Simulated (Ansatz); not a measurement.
## Zone-centre phonons of AgO: input and output

Method: DFT PBEsol, scalar-relativistic, plane waves, PAW (Ansatz).

Launched with:
```bash
ansatz run input.yaml --threads 1 --pin off --max-ram 3072MiB --backend cpu --events-out ev --progress --plain --runs-dir out
```

Input (bare energies are in eV):
```yaml
crystal:
  lattice:
    - [0.0, 2.4780493031, 2.4780493031]
    - [2.4780493031, 0.0, 2.4780493031]
    - [2.4780493031, 2.4780493031, 0.0]
  atoms:
    - { symbol: Ag, position: [0.0, 0.0, 0.0] }
    - { symbol: O, position: [0.75, 0.75, 0.75] }
basis:
  ecutwfc: 420
kpoints:
  mp_grid: { grid: [14, 14, 14] }
hamiltonian:
  xc: pbesol
scf:
  occupations: { method: fermi_dirac, width: 0.15 }
output:
  eigenvalues: true
phonons:
  method: dfpt
  eigenvectors: true
```

The end of the output:
```
--- Phonons (Γ-DFPT): 2 representative perturbations + reference, on 244 of 2744 k-points (Σ response iterations 8) ---
  k mesh reduced under 8 symmetry operations, with k and −k counted as one. Each operation leaves every solved displacement unchanged or reverses it
  ASR residual: 2.229e-5 → 0.000e0 eV/Å²; symmetrization residual: 9.008e-9 eV/Å²
  ASR residual per site (eV/Å²): 4.20e-6 2.23e-5
  Γ frequencies (cm⁻¹): 0.00 0.00 0.00 232.62 232.62 232.62
  non-analytic LO–TO correction: not included (Born effective charges unavailable; polar crystals: no LO–TO splitting at Γ)
```

The run took 31 s on 1 thread of Arm Neoverse V2, with other jobs on the host, peak memory 0.58 GiB.

In a metal, frequencies and elastic constants depend on the k mesh and the smearing, soft modes and shear constants most. Spin polarisation was left out, and a magnetic state may lie lower.